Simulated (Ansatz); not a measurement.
# From the elastic tensor of TlBr at 18 GPa (stress–strain coefficients) to moduli and sound speeds

These are results of DFT LDA, scalar-relativistic, plane waves, PAW (Ansatz 0.2.0), not measurements. Plane waves to 420 eV; Γ-centred k mesh 12×12×12; Fermi-Dirac smearing of 0.15 eV. No spin polarisation.

The structure is cubic, space group Pm-3m (No. 221). The conventional cell has a = 3.506 Å, b = 3.506 Å, c = 3.506 Å, α = 90.00°, β = 90.00°, γ = 90.00°. Tl (site symmetry m-3m) is surrounded by 8 Br at 3.04 Å. Br (site symmetry m-3m) has 8 Tl at 3.04 Å as nearest neighbours.

In a metal, frequencies and elastic constants depend on the k mesh and the smearing, soft modes and shear constants most. Spin–orbit coupling is left out, which matters for heavy elements. A semilocal functional can close a gap that the real compound has.

Relaxed-ion constants (GPa, on the Cartesian axes of the calculation):
C11 = 126.2, C12 = 100.2, C13 = 100.2, C22 = 126.2, C23 = 100.2, C33 = 126.2, C44 = 53.1, C55 = 53.1, C66 = 53.1 GPa; the others vanish.

Density 10.951 g/cm³; 2 atoms in 43.11 Å³.

The values that follow are for a polycrystal of randomly turned grains, by Hill's mean where one number stands. In a crystal this anisotropic the Voigt and Reuss bounds lie far apart, so Hill's mean and the sound speeds and Debye temperature from it are rough.

With S = C⁻¹: B_V = (C11+C22+C33+2(C12+C13+C23))/9, G_V = (C11+C22+C33−C12−C13−C23+3(C44+C55+C66))/15, 1/B_R = S11+S22+S33+2(S12+S13+S23), 15/G_R = 4(S11+S22+S33−S12−S13−S23)+3(S44+S55+S66); Hill is their mean. Then v_l = √((B+4G/3)/ρ), v_t = √(G/ρ), v_m = [(2/v_t³+1/v_l³)/3]^(−1/3) and Θ = (ħ/k_B)·v_m·(6π²n/V)^(1/3) for n atoms in the volume V; E = 9BG/(3B+G), ν = (3B−2G)/(2(3B+G)) and A^U = 5G_V/G_R + B_V/B_R − 6.

```
Bulk modulus, Voigt / Reuss / Hill          : 108.8 / 108.8 / 108.8 GPa
Shear modulus, Voigt / Reuss / Hill         : 37.1 / 23.8 / 30.4 GPa
Young's modulus                             : 83 GPa
Poisson ratio                               : 0.372
Pugh ratio B/G                              : 3.58
Universal anisotropy index                  : 2.80
Longitudinal and transverse sound speeds    : 3694 and 1667 m/s
Debye temperature from the mean sound speed : 201 K
```

Cost: 1 run of about 1.8 core-minutes, on Arm Neoverse N1 (shared hosts).